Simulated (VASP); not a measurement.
These are LDA (Ceperley-Alder, Perdew-Zunger) with spin-orbit coupling, VASP's LDA PAW potentials (set 64) (plane waves; VASP) values and carry that method's errors.

VASP ran on this input.

### POSCAR
```
BaF2
1
    0.0000000000     3.0455157985     3.0455157985
    3.0455157985     0.0000000000     3.0455157985
    3.0455157985     3.0455157985     0.0000000000
Ba F
1 2
Direct
  0.0000000000   0.0000000000   0.0000000000
  0.2500000000   0.2500000000   0.2500000000
  0.7500000000   0.7500000000   0.7500000000
```

### KPOINTS_OPT
```
k-points along high-symmetry lines
8
Line-mode
Reciprocal
  0.000000   0.000000   0.000000 ! GAMMA
  0.500000   0.000000   0.500000 ! X

  0.500000   0.000000   0.500000 ! X
  0.625000   0.250000   0.625000 ! U

  0.375000   0.375000   0.750000 ! K
  0.000000   0.000000   0.000000 ! GAMMA

  0.000000   0.000000   0.000000 ! GAMMA
  0.500000   0.500000   0.500000 ! L

  0.500000   0.500000   0.500000 ! L
  0.500000   0.250000   0.750000 ! W

  0.500000   0.250000   0.750000 ! W
  0.500000   0.000000   0.500000 ! X
```

INCAR:
```
# general
SYSTEM     = BaF2
PREC       = Accurate
ENCUT      = 520
LREAL      = .FALSE.
LASPH      = .TRUE.

# electronic loop
EDIFF      = 1E-6
NELM       = 100
ALGO       = Normal
LMAXMIX    = 4

# smearing
ISMEAR     = 0
SIGMA      = 0.05

# functional
GGA_COMPAT = .FALSE.

# spin
MAGMOM     = 9*0
LSORBIT    = .TRUE.

# output
LWAVE      = .FALSE.
LCHARG     = .FALSE.
```

File KPOINTS:
```
Automatic mesh
0
Gamma
6 6 6
0 0 0
```

POTCAR, in this order: Ba_sv F (LDA.64 set). Program: vasp_ncl.

Output of the run:

**OSZICAR**
```
       N       E                     dE             d eps       ncg     rms          rms(c)
DAV:   1     0.167654850612E+03    0.16765E+03   -0.12746E+04  1024   0.141E+03
DAV:   2    -0.984580418027E+01   -0.17750E+03   -0.17041E+03  1384   0.311E+02
DAV:   3    -0.201362240285E+02   -0.10290E+02   -0.10237E+02  1296   0.774E+01
DAV:   4    -0.205388047345E+02   -0.40258E+00   -0.40227E+00  1536   0.123E+01
DAV:   5    -0.205419083486E+02   -0.31036E-02   -0.31035E-02  1256   0.121E+00    0.870E+00
DAV:   6    -0.188892857868E+02    0.16526E+01   -0.73743E+00  1176   0.246E+01    0.484E+00
DAV:   7    -0.188555203674E+02    0.33765E-01   -0.47543E-01  1168   0.538E+00    0.243E+00
DAV:   8    -0.188261399719E+02    0.29380E-01   -0.61864E-02  1208   0.264E+00    0.390E-01
DAV:   9    -0.188260439636E+02    0.96008E-04   -0.15968E-02  1144   0.938E-01    0.150E-01
DAV:  10    -0.188265188075E+02   -0.47484E-03   -0.11360E-03  1216   0.258E-01    0.112E-01
DAV:  11    -0.188266731386E+02   -0.15433E-03   -0.21317E-04  1120   0.113E-01    0.213E-02
DAV:  12    -0.188266798640E+02   -0.67254E-05   -0.53216E-05  1208   0.575E-02    0.157E-02
DAV:  13    -0.188266773286E+02    0.25354E-05   -0.23762E-05  1088   0.372E-02    0.199E-03
DAV:  14    -0.188266773355E+02   -0.68549E-08   -0.10484E-06   952   0.799E-03
   1 F= -.18826677E+02 E0= -.18826677E+02  d E =-.152782E-17  mag=    -0.0000     0.0000     0.0000
       N       E                     dE             ncg
       N       E                     dE             ncg
       N       E                     dE             ncg
```

File OUTCAR:
```
------------------------ aborting loop because EDIFF is reached ----------------------------------------
  FORCE on cell =-STRESS in cart. coord.  units (eV):
  Direction    XX          YY          ZZ          XY          YZ          ZX
  --------------------------------------------------------------------------------------
  Total       -0.0122510     -0.0122510     -0.0122510      0.0000000     -0.0000000      0.0000000
  in kB       -0.3474322     -0.3474322     -0.3474322      0.0000000     -0.0000000      0.0000000
  external PRESSURE =      -0.3474322 kB  Pullay stress =       0.0000000 kB
  volume of cell :       56.50
      direct lattice vectors                 reciprocal lattice vectors
     0.000000000  3.045515798  3.045515798    -0.164175802  0.164175802  0.164175802
     3.045515798  0.000000000  3.045515798     0.164175802 -0.164175802  0.164175802
     3.045515798  3.045515798  0.000000000     0.164175802  0.164175802 -0.164175802
 POSITION                                       TOTAL-FORCE (eV/Angst)
 -----------------------------------------------------------------------------------
      0.00000      0.00000      0.00000         0.000000      0.000000     -0.000000
      1.52276      1.52276      1.52276        -0.000000     -0.000000     -0.000000
      4.56827      4.56827      4.56827         0.000000      0.000000      0.000000
 -----------------------------------------------------------------------------------
    total drift:                               -0.000000     -0.000000     -0.000000
  FREE ENERGIE OF THE ION-ELECTRON SYSTEM (eV)
  ---------------------------------------------------
  free  energy   TOTEN  =       -18.8266773355 eV

  energy  without entropy=      -18.8266773355  energy(sigma->0) =      -18.82667734

 Ion:    1  E_soc:     -0.4007150

 Ion:    2  E_soc:     -0.0006043

 Ion:    3  E_soc:     -0.0006043
```
(Selected blocks of OUTCAR.)

The compound is BaF2 in the fluorite structure. It was relaxed first, which changed the volume by -5 %.
